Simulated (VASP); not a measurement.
# CaSe: relaxation of cell and atoms with PBEsol

Crystal: CaSe.

```
Ca Se
1.0
     0.00000    2.95600    2.95600
     2.95600    0.00000    2.95600
     2.95600    2.95600    0.00000
Ca Se
1 1
Direct
  0.00000 0.00000 0.00000
  0.50000 0.50000 0.50000
```

```yaml
Program: VASP 6.6.1
Task: relaxation of cell and atoms
Functional: PBEsol
Potentials_or_basis: VASP PAW PBE potentials, release 64 (Ca_sv, Se)
Cutoff: 600 eV
k_mesh: 8 × 8 × 8
Occupations: gaussian, width 0.03 eV
Spin: no spin polarisation
Further_INCAR_settings: ALGO = Normal; EDIFF = 1e-06; IBRION = 2; EDIFFG = -0.01; NSW = 90; ISIF = 3
```

```
Relaxed volume                         : 25.37 Å³/atom
Relaxed cell                           : a = 4.156 Å, b = 4.156 Å, c = 4.156 Å, α = 60.00°, β = 60.00°, γ = 60.00°
Space group after relaxing (to 0.05 Å) : Fm-3m (No. 225)
Energy gained by relaxing              : 1.3 meV/atom
Ionic steps                            : 3
Pressure after relaxing                : 0.0 GPa
Band gap on the k mesh                 : 1.88 eV, indirect (least direct gap 2.84 eV)
```

Step by step:
```
step  energy change (eV)  largest force (eV/Å)  pressure (GPa)  volume (Å³)
   1              0.0000                0.0000           -0.90        51.66
   2             -0.0025                0.0000            0.16        50.59
   3             -0.0026                0.0000            0.01        50.74
```

Final structure:
```
Ca Se
1.0
     0.00000    2.93846    2.93846
     2.93846    0.00000    2.93846
     2.93846    2.93846    0.00000
Ca Se
1 1
Direct
  0.00000 0.00000 0.00000
  0.50000 0.50000 0.50000
```

Levels at points of the mesh, in eV from the valence-band top:
```csv
k point,band 5,band 6,band 7,band 8,band 9,band 10,band 11,band 12
"(0.00, 0.00, 0.00)",-11.89,0.00,0.00,0.00,3.29,3.64,3.64,3.64
"(0.50, 0.00, 0.00)",-11.15,-3.41,-1.26,-1.26,4.41,5.50,5.53,5.53
"(0.50, 0.50, 0.00)",-11.29,-2.61,-0.97,-0.97,1.88,5.02,5.07,6.10
```

Run time: 25 s on 1 thread of Intel(R) Xeon(R) Platinum 8559C (Emerald Rapids), with other jobs on the host, peak memory 0.21 GiB.

Caveat: the PAW data sets were made with another functional, which shifts forces and pressure a little. Expect the measured gap to be larger: semilocal functionals such as PBEsol lack the derivative discontinuity.
